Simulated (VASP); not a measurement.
Set up this calculation in VASP 6.6.1, as the native input.

- Task: Born charges and dielectric tensor
- Functional: LDA
- Potentials or basis: VASP PAW LDA potentials, release 64 (Ga_d, N)
- Cutoff: 600 eV
- k mesh: 14 × 14 × 14
- Occupations: gaussian, width 0.02 eV
- Spin: no spin polarisation
- Further INCAR settings: ALGO = Fast; EDIFF = 1e-08; IBRION = 8; NSW = 1

The structure of GaN lies in POSCAR:

```
GaN
1.0
    0.0000000000      2.1108000000      2.1108000000
    2.1108000000      0.0000000000      2.1108000000
    2.1108000000      2.1108000000      0.0000000000
Ga N
1 1
Direct
    0.0000000000      0.0000000000      0.0000000000
    0.5000000000      0.5000000000      0.5000000000
```

Measurements of this composition are mostly on another form, of space group No. 186.

The input as run:

INCAR

```
SYSTEM = GaN
PREC = Accurate
ENCUT = 600
EDIFF = 1E-8
ISMEAR = 0
SIGMA = 0.02
LREAL = .False.
LASPH = .True.
NELM = 100
ALGO = Fast
ISIF = 2
LWAVE = .False.
LCHARG = .False.
LEPSILON = .True.
IBRION = 8
NSW = 1
```

KPOINTS

```
regular mesh
0
Gamma
  14 14 14
  0 0 0
```

Potentials or basis: VASP PAW LDA potentials, release 64 (Ga_d, N).

The run is started by

```console
$ cat potpaw_LDA.64/Ga_d/POTCAR potpaw_LDA.64/N/POTCAR > POTCAR
$ mpirun -np 1 vasp_std > vasp.out
```

It gave:

```
Band gap on the k mesh                                  : 0.44 eV, indirect (least direct gap 2.88 eV)
Electronic dielectric tensor (diagonal)                 : 8.12
Born charges (mean of the diagonal)                     : Ga +3.56; N -3.56 e
Highest phonon frequency at Γ, LO-TO splitting left out : 227 cm⁻¹
```

Caveat: the gap is small at this level, which inflates the dielectric constant.

It took 6.5 min on 1 thread of AMD EPYC 9R14 (Zen 4), with other jobs on the host, peak memory 0.29 GiB.
